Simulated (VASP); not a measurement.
A run of VASP 6.6.1:

Contents of INCAR:

```
SYSTEM = BN
PREC     = Accurate       ! precision mode
ENCUT    = 580            ! plane-wave cutoff, eV
EDIFF    = 1E-7           ! SCF threshold, eV
ISMEAR   = -1             ! smearing method
SIGMA    = 0.05           ! smearing width, eV
LREAL    = .FALSE.        ! projectors in reciprocal space
LASPH    = .TRUE.         ! aspherical terms in the spheres
NELM     = 100            ! most SCF steps
ALGO     = Fast           ! electronic algorithm
ISIF     = 3              ! what is computed and relaxed
LWAVE    = .FALSE.        ! write WAVECAR
LCHARG   = .FALSE.        ! write CHGCAR
GGA      = PE             ! functional
IBRION   = 2              ! ionic algorithm
NSW      = 60             ! ionic steps
EDIFFG   = -0.005         ! ionic threshold
```

The input KPOINTS:

```
Automatic mesh
0
G
  12 12 12
  0 0 0
```

The input POSCAR:

```
BN
1.0
    1.2511217832      0.7223354983      3.3729344033
   -1.2511217832      0.7223354983      3.3729344033
    0.0000000000     -1.4446709966      3.3729344033
N B
1 1
Direct
    0.6672382000      0.6672382000      0.6672382000
    0.0003288000      0.0003288000      0.0003288000
```

Potentials or basis: VASP PAW PBE potentials, release 64 (N, B).

The run is started by

```bash
$ cat potpaw_PBE.64/N/POTCAR potpaw_PBE.64/B/POTCAR > POTCAR
$ mpirun -np 1 vasp_std > vasp.out
```

Hardware: 1 thread of Intel(R) Xeon(R) Platinum 8259CL CPU @ 2.50GHz (Skylake/Cascade Lake), with other jobs on the host.

Problem. Estimate the wall time of this run.

Solution. Wall time 6 min on 1 thread of Intel(R) Xeon(R) Platinum 8259CL CPU @ 2.50GHz (Skylake/Cascade Lake), on a shared host, peak memory 0.19 GiB. Counts: scf iterations 86, k points 189, ion steps 10.
